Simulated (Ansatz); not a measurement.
Ru:

```
CELL_PARAMETERS angstrom
2.70580 0.00000 0.00000
-1.35290 2.34329 0.00000
0.00000 0.00000 4.28190
ATOMIC_POSITIONS crystal
Ru 0.66667 0.33333 0.75000
Ru 0.33333 0.66667 0.25000
```

| Quantity | Value |
| --- | --- |
| Program | Ansatz 0.2.0 |
| Task | relaxation of cell and atoms |
| Functional | HSE06 |
| Potentials or basis | Ansatz PAW |
| Cutoff | 420 eV (not typed: the program's choice for these potentials) |
| k mesh | 6 × 6 × 3 |
| Occupations | fermi-dirac, width 0.05 eV |
| Spin | no spin polarisation |

At the start: volume 13.57 Å³/atom.

**Question.** Where does the relaxation end?

**Answer.** It ends after 5 steps and the volume is 13.23 Å³/atom (-2.5 %); space group P6_3/mmc (No. 194, to 0.05 Å).

Step by step:
```csv
step,energy change (eV),largest force (eV/Å),volume (Å³)
1,0.0000,0.0000,27.15
2,-0.0256,0.0000,26.51
3,-0.0258,0.0000,26.46
4,-0.0258,0.0000,26.46
5,-0.0254,0.0000,26.46
```

Final structure:
```xyz
2
Lattice="2.6949 0.0000 0.0000 -1.3474 2.3338 0.0000 0.0000 0.0000 4.2075" Properties=species:S:1:pos:R:3 pbc="T T T"
Ru    1.3474    0.7779    3.1556
Ru    0.0000    1.5559    1.0519
```

Caveat: the k mesh is coarse (spacing up to 0.49 Å⁻¹), so the values aren't converged, least of all with exact exchange; the plane-wave basis is chosen anew once the cell has moved, so the energies of steps on either side of that aren't comparable; the PAW data sets come from PBE, with cores solved anew for the run's functional, which leaves a small shift of forces and pressure.
